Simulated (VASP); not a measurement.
# H6C2O: single point with PBE+D3(BJ)

H6C2O:

```
C O H
1.0
     7.29363    0.00000    0.00000
     0.00000    7.29363    0.00000
     0.00000    0.00000    7.29363
C O H
8 4 24
Direct
  0.50075 0.03773 0.24206
  0.41184 0.06268 0.05002
  0.22856 0.46521 0.00377
  0.16978 0.66348 0.02621
  0.14405 0.15993 0.59323
  0.97137 0.23756 0.49214
  0.70464 0.61961 0.24136
  0.67791 0.62311 0.03753
  0.21273 0.06689 0.04238
  0.07848 0.72421 0.86500
  0.02484 0.26160 0.30114
  0.72632 0.44029 0.95972
  0.15341 0.10734 0.16410
  0.45939 0.19703 0.99567
  0.45560 0.95329 0.96620
  0.65437 0.02502 0.22655
  0.46868 0.16575 0.30990
  0.44374 0.90791 0.29712
  0.09054 0.86305 0.88033
  0.07995 0.67560 0.14669
  0.29400 0.74516 0.04705
  0.23955 0.40567 0.14534
  0.13231 0.37973 0.92401
  0.36578 0.46196 0.93645
  0.91647 0.31320 0.24534
  0.85784 0.14038 0.49878
  0.95781 0.36618 0.56519
  0.11141 0.12466 0.72944
  0.19522 0.04668 0.51587
  0.26148 0.25700 0.57838
  0.83245 0.46195 0.88778
  0.53148 0.64267 0.01323
  0.76299 0.72024 0.96537
  0.69599 0.76628 0.28737
  0.60299 0.53477 0.32062
  0.84433 0.57196 0.27302
```

The cell was built by a generator and needn't be a form met in nature.

```yaml
Program: VASP 6.6.1
Task: single point
Functional: PBE
Dispersion: D3(BJ)
Potentials_or_basis: VASP PAW PBE potentials, release 64 (C, O, H)
Cutoff: 520 eV
k_mesh: 1 × 1 × 1
Occupations: fermi-dirac, width 0.05 eV
Spin: no spin polarisation
```

The pressure is 0.1 GPa, the largest force is 2.765 eV/Å and the band gap on the k mesh is 4.81 eV, direct. The dispersion energy per atom is -0.039 eV.

Forces on the atoms (eV/Å):
```
C   -0.190 -0.310 -1.523
C   -0.119  1.750  0.877
C    0.746 -0.082  0.547
C    0.193 -0.903  0.018
C   -0.140  1.080 -2.297
C    2.577 -0.882  0.471
C    0.216  0.796  0.822
C   -0.283 -2.025 -0.097
O   -0.294 -0.389  1.457
O   -0.028  2.153 -0.008
O   -0.440 -0.025  1.105
O   -1.196  0.437  1.006
H    0.801 -0.186 -1.462
H    0.151 -0.579 -0.102
H    0.369 -0.975 -1.204
H   -0.967  0.167  0.047
H   -0.068 -0.050  1.015
H    0.178  0.668  0.534
H   -0.304 -1.459 -0.396
H   -0.040  0.218  0.156
H   -0.162  0.152  0.282
H    0.111  0.218 -0.944
H    0.113  0.226  0.243
H   -0.683 -0.242  0.098
H   -0.258  0.203 -0.835
H   -0.375  0.158  0.291
H   -1.056  0.712 -0.287
H    0.001 -0.221  1.375
H    0.083 -1.317 -0.224
H   -0.643  0.091  0.586
H    1.092  0.197 -0.759
H   -0.020  0.194 -0.467
H    0.198  0.674 -0.052
H    0.056 -0.946  0.177
H    0.445  0.426 -0.594
H   -0.063  0.071  0.147
```

Stress tensor (GPa, compression positive):
```
-0.99 -0.89 -0.19
-0.89  0.69 -0.10
-0.19 -0.10  0.65
```

Levels at points of the mesh, in eV from the valence-band top:
| k point | band 37 | band 38 | band 39 | band 40 | band 41 | band 42 | band 43 | band 44 |
| --- | --- | --- | --- | --- | --- | --- | --- | --- |
| (0.00, 0.00, 0.00) | -0.94 | -0.43 | -0.06 | 0.00 | 4.81 | 6.10 | 6.24 | 6.60 |

It took 32 s on 1 thread of Intel(R) Xeon(R) 6975P-C (Granite Rapids), with other jobs on the host, peak memory 0.35 GiB.
